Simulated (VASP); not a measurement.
# TePb (Fm-3m) in VASP: settings compared

Aim: see how the results for TePb move with the level of theory and the settings. Levels: PBE, PBEsol. Tasks: single point.

All numbers are computed with VASP 6.6.1; they aren't measurements. Logs are shortened: lines on timing, memory, paths and dates and some standing lists are left out, and cuts for length are marked.

**Measured values to compare with.**

A printed reference work, monograph reports, for a bulk crystal of TePb at 4.2 K: band gap 0.19 eV (direct).

How close the calculation comes is told below.

### Step 1. The cell of the first run

Symmetry: Fm-3m, No. 225, cubic system. Conventional cell: a = 6.536 Å, b = 6.536 Å, c = 6.536 Å, α = 90.00°, β = 90.00°, γ = 90.00°. Within 4.3 Å of Te (site symmetry m-3m) lie 6 Pb at 3.27 Å. Within 4.3 Å of Pb (site symmetry m-3m) lie 6 Te at 3.27 Å.

### Step 2. Single point, PBE

The input, INCAR:

```
PREC = Accurate ; ENCUT = 520
EDIFF = 1E-6 ; ISMEAR = 0
SIGMA = 0.01 ; LREAL = False
LASPH = True ; NELM = 100
ALGO = Normal ; ISIF = 2
LWAVE = False ; LCHARG = False
GGA = PE ; NBANDS = 17
```

The input, KPOINTS:

```
regular mesh
0
Gamma
  2 2 2
```

The input, POSCAR:

```
TePb
1.0
    0.0000000000      3.2678555508      3.2678555508
    3.2678555508      0.0000000000      3.2678555508
    3.2678555508      3.2678555508      0.0000000000
Te Pb
1 1
Direct
    0.5000000000      0.5000000000      0.5000000000
    0.0000000000      0.0000000000      0.0000000000
```

Potentials or basis: VASP PAW PBE potentials, release 64 (Te, Pb_d).

Launch:

```sh
cat potpaw_PBE.64/Te/POTCAR potpaw_PBE.64/Pb_d/POTCAR > POTCAR
mpirun -np 1 vasp_std > vasp.out
```

OUTCAR:

```text
PREC = Accurate
   ENCUT = 520
   EDIFF = 1E-6
   ISMEAR = 0
   LREAL = False
   LASPH = True
   NELM = 100
   ISIF = 2
   GGA = PE

 ion  position               nearest neighbor table
   1  0.500  0.500  0.500-   2 3.27   2 3.27   2 3.27   2 3.27   2 3.27   2 3.27
   2  0.000  0.000  0.000-   1 3.27   1 3.27   1 3.27   1 3.27   1 3.27   1 3.27

  LATTYP: Found a face centered cubic cell.
 ALAT       =     6.5357111016

  Lattice vectors:

 A1 = (   0.0000000000,   3.2678555508,   3.2678555508)
 A2 = (   3.2678555508,   0.0000000000,   3.2678555508)
 A3 = (   3.2678555508,   3.2678555508,   0.0000000000)

Analysis of symmetry for initial positions (statically):
=====================================================================
 Subroutine PRICEL returns:
 Original cell was already a primitive cell.

 Routine SETGRP: Setting up the symmetry group for a
 face centered cubic supercell.

 Subroutine GETGRP returns: Found 48 space group operations
 (whereof 48 operations were pure point group operations)
 out of a pool of 48 trial point group operations.

The static configuration has the point symmetry O_h .

Analysis of symmetry for dynamics (positions and initial velocities):
=====================================================================
 Subroutine PRICEL returns:
 Original cell was already a primitive cell.

 Routine SETGRP: Setting up the symmetry group for a
 face centered cubic supercell.

 Subroutine GETGRP returns: Found 48 space group operations
 (whereof 48 operations were pure point group operations)
 out of a pool of 48 trial point group operations.

The dynamic configuration has the point symmetry O_h .

 Subroutine INISYM returns: Found 48 space group operations
 (whereof 48 operations are pure point group operations),
 and found     1 'primitive' translations

----------------------------------------------------------------------------------------

                                     Primitive cell

  volume of cell :      69.7941

  direct lattice vectors                    reciprocal lattice vectors
     0.000000000  3.267855551  3.267855551    -0.153005539  0.153005539  0.153005539
     3.267855551  0.000000000  3.267855551     0.153005539 -0.153005539  0.153005539
     3.267855551  3.267855551  0.000000000     0.153005539  0.153005539 -0.153005539

  length of vectors
     4.621445640  4.621445640  4.621445640     0.265013367  0.265013367  0.265013367

  position of ions in fractional coordinates (direct lattice)
     0.500000000  0.500000000  0.500000000
     0.000000000  0.000000000  0.000000000

  ion indices of the primitive-cell ions
   primitive index   ion index
                 1           1
                 2           2

----------------------------------------------------------------------------------------

 KPOINTS: regular mesh

Automatic generation of k-mesh.
 Grid dimensions read from file:
 generate k-points for:    2    2    2

 Generating k-lattice:

  Cartesian coordinates                     Fractional coordinates (reciprocal lattice)
    -0.076502770  0.076502770  0.076502770     0.500000000  0.000000000  0.000000000
     0.076502770 -0.076502770  0.076502770     0.000000000  0.500000000  0.000000000
     0.076502770  0.076502770 -0.076502770     0.000000000  0.000000000  0.500000000

  Length of vectors
     0.132506684  0.132506684  0.132506684

  Shift w.r.t. Gamma in fractional coordinates (k-lattice)
     0.000000000  0.000000000  0.000000000

 Subroutine IBZKPT returns following result:
 ===========================================

 Found      3 irreducible k-points:

 Following reciprocal coordinates:
            Coordinates               Weight
  0.000000  0.000000  0.000000      1.000000
  0.500000  0.000000  0.000000      4.000000
  0.500000  0.500000  0.000000      3.000000
   k-points           NKPTS =      3   k-points in BZ     NKDIM =      3   number of bands    NBANDS=     17
   number of dos      NEDOS =    301   number of ions     NIONS =      2
   total plane-waves  NPLWV =  46656
   dimension x,y,z NGX =    36 NGY =   36 NGZ =   36
   dimension x,y,z NGXF=    72 NGYF=   72 NGZF=   72
   ions per type =               1   1
   NGX,Y,Z   is equivalent  to a cutoff of  12.95, 12.95, 12.95 a.u.
   NGXF,Y,Z  is equivalent  to a cutoff of  25.90, 25.90, 25.90 a.u.
 SYSTEM =  unknown system
   PREC   = accura    normal or accurate (medium, high low for compatibility)
   ISTART =      0    job   : 0-new  1-cont  2-samecut
   ICHARG =      2    charge: 1-file 2-atom 10-const
   ISPIN  =      1    spin polarized calculation?
   LNONCOLLINEAR =      F non collinear calculations
   LSORBIT =      F    spin-orbit coupling
   LASPH  =      T    aspherical Exc in radial PAW
   ENCUT  =  520.0 eV  38.22 Ry    6.18 a.u.   8.59  8.59  8.59*2*pi/ulx,y,z
   NELM   =    100;   NELMIN=  2; NELMDL= -5     # of ELM steps
   EDIFF  = 0.1E-05   stopping-criterion for ELM
   LREAL  =      F    real-space projection
   EDIFFG = 0.1E-04   stopping-criterion for IOM
   NSW    =      0    number of steps for IOM
   IBRION =     -1    ionic relax: 0-MD 1-quasi-New 2-CG
   NFREE  =      0    steps in history (QN), initial steepest desc. (CG)
   ISIF   =      2    stress and relaxation
   ISYM   =      2    0-nonsym 1-usesym 2-fastsym
   POTIM  = 0.5000    time-step for ionic-motion
   TEBEG  =    0.0;   TEEND  =   0.0 temperature during run
   PSTRESS=    0.0 pullay stress
   NELECT =      20.0000    total number of electrons
   NUPDOWN=      -1.0000    fix difference up-down
   EMIN   =  10.00;   EMAX   =-10.00  energy-range for DOS
   EFERMI =   0.00;   METHOD = LEGACY
   ISMEAR =     0;   SIGMA  =   0.01  broadening in eV -4-tet -1-fermi 0-gaus
   EFERMI_NEDOS =   21; number of points for ismear=-14 and -15
   IALGO  =     38    algorithm
   IMIX   =      4    mixing-type and parameters
     AMIX     =   0.40;   BMIX     =  1.00
     AMIX_MAG =   1.60;   BMIX_MAG =  1.00
  volume/ion in A,a.u.               =      34.90       235.50
  Fermi-wavevector in a.u.,A,eV,Ry     =   1.079308  2.039596 15.849499  1.164905
  Thomas-Fermi vector in A             =   2.215269
   LORBIT       =      0    0 simple, 1 ext, 2 COOP (PROOUT), +10 PAW based schemes
   GGA     = PE    functional components
   LHFCALC =     F    Hartree Fock is set to
   AEXX    =    0.0000 exact exchange contribution
   IVDW    =     0    specifies the selected vdW correction
   LEPSILON=     F    determine dielectric tensor
   LRPA    =     F    only Hartree local field effects (RPA)
 non-spin polarized calculation
 Gauss-broadening in eV      SIGMA  =   0.01
  energy-cutoff  :      520.00
  volume of cell :       69.79
 maximum number of plane-waves:      1893
 NGX is ok and might be reduce to    36
   NGX = 17   NGY = 17   NGZ = 17

 number of electron      20.0000002 magnetization

 Free energy of the ion-electron system (eV)
  ---------------------------------------------------
  ext. energy  EPLUGINS =         0.00000000
  ---------------------------------------------------
  free energy    TOTEN  =        -5.95157911 eV

  energy without entropy =       -5.95157911  energy(sigma->0) =       -5.95157911

 E-fermi :   5.4887     XC(G=0):  -9.0669

 val. band max:        5.3904267669   @ k =   0.5000   0.0000   0.0000
 cond. band min:       6.0443650964   @ k =   0.5000   0.0000   0.0000
 fundamental gap:      0.6539383295
 Fermi energy:         5.4887044245

 k-point     1 :       0.0000    0.0000    0.0000
  band No.  band energies     occupation
      1     -11.7824      2.00000
      2     -11.7824      2.00000
      3     -11.7824      2.00000
      4     -11.7788      2.00000
      5     -11.7788      2.00000
      6      -6.3002      2.00000
[... 9 lines left out ...]
     16      11.1632      0.00000
     17      12.7373      0.00000

 k-point     2 :       0.5000    0.0000    0.0000
  band No.  band energies     occupation
      1     -11.7918      2.00000
      2     -11.7918      2.00000
      3     -11.7799      2.00000
      4     -11.7663      2.00000
      5     -11.7663      2.00000
      6      -4.7280      2.00000
[... 9 lines left out ...]
     16      14.5758      0.00000
     17      14.5758      0.00000

 k-point     3 :       0.5000    0.5000    0.0000
  band No.  band energies     occupation
      1     -11.8225      2.00000
      2     -11.7904      2.00000
      3     -11.7695      2.00000
      4     -11.7609      2.00000
      5     -11.7609      2.00000
      6      -4.5847      2.00000
[... 9 lines left out ...]
     16      16.0142      0.00000
     17      16.1778      0.00000

------------------------ aborting loop because EDIFF is reached ----------------------------------------

  FORCE on cell =-STRESS in cart. coord.  units (eV):
  Direction    XX          YY          ZZ          XY          YZ          ZX
  --------------------------------------------------------------------------------------
  -------------------------------------------------------------------------------------
  Total        3.1156081      3.1156081      3.1156081      0.0000000      0.0000000      0.0000000
  in kB       71.5212099     71.5212099     71.5212099      0.0000000      0.0000000      0.0000000
  external PRESSURE =      71.5212099 kB  Pullay stress =       0.0000000 kB

 VOLUME and BASIS-vectors are now :
 -----------------------------------------------------------------------------
  energy-cutoff  :      520.00
  volume of cell :       69.79
      direct lattice vectors                 reciprocal lattice vectors
     0.000000000  3.267855551  3.267855551    -0.153005539  0.153005539  0.153005539
     3.267855551  0.000000000  3.267855551     0.153005539 -0.153005539  0.153005539
     3.267855551  3.267855551  0.000000000     0.153005539  0.153005539 -0.153005539

 POSITION                                       TOTAL-FORCE (eV/Angst)
 -----------------------------------------------------------------------------------
      3.26786      3.26786      3.26786         0.000000      0.000000      0.000000
      0.00000      0.00000      0.00000        -0.000000     -0.000000     -0.000000
 -----------------------------------------------------------------------------------
    total drift:                               -0.000000      0.000000      0.000000

  FREE ENERGIE OF THE ION-ELECTRON SYSTEM (eV)
  ---------------------------------------------------
  free  energy   TOTEN  =        -5.9515791120 eV

  energy  without entropy=       -5.9515791120  energy(sigma->0) =       -5.95157911
```

Run time: 9 s. Hardware: 1 thread of Intel Xeon 8259CL, shared host; peak memory 0.2 GiB.

What came out:

| Quantity | Value |
| --- | --- |
| Free energy | -5.9516 eV |
| Pressure | 7.2 GPa |
| Band gap on the k mesh | 0.65 eV, direct |

Caveat: the k points lie up to 0.83 Å⁻¹ apart; spin-orbit coupling is left out, which moves the levels of the heavy elements.

[end of part 1 of 2]
